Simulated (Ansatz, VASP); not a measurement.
**Be in VASP and in Ansatz**

```
Be
1.0
     2.24249    0.00000    0.00000
    -1.12125    1.94205    0.00000
     0.00000    0.00000    3.47360
Be
2
Direct
  0.00000 0.00000 0.25978
  0.00000 0.00000 0.74022
```

Alike in both runs: task single point; functional PBE; k mesh 12 × 12 × 6; occupations gaussian, width 0.1 eV; no spin polarisation.

|  | VASP | Ansatz |
| --- | --- | --- |
| version | VASP 6.6.1 | Ansatz 0.2.0 |
| potentials or method | VASP PAW PBE potentials, release 64 (Be) | scalar-relativistic, plane waves, PAW |
| plane-wave cutoff (eV) | 520 | 420 |
| valence electrons in the cell | 4 | 4 |

|  | VASP | Ansatz | Ansatz less VASP |
| --- | --- | --- | --- |
| gap on the k mesh at the Fermi level (eV) | none | none | - |
| rms of the force components (eV/Å) | 1.207 | 1.199 | -0.0080 |

Atom by atom the forces differ by 0.008 eV/Å (rms over components). A gap of «none» marks a metal or a gap that the smearing closes. The functional is the same, so the differences come from potentials, cutoffs and numerics.

Caveats: forces of over 1 eV/Å show positions far from the minimum, so gaps and moduli don't describe the material at rest.
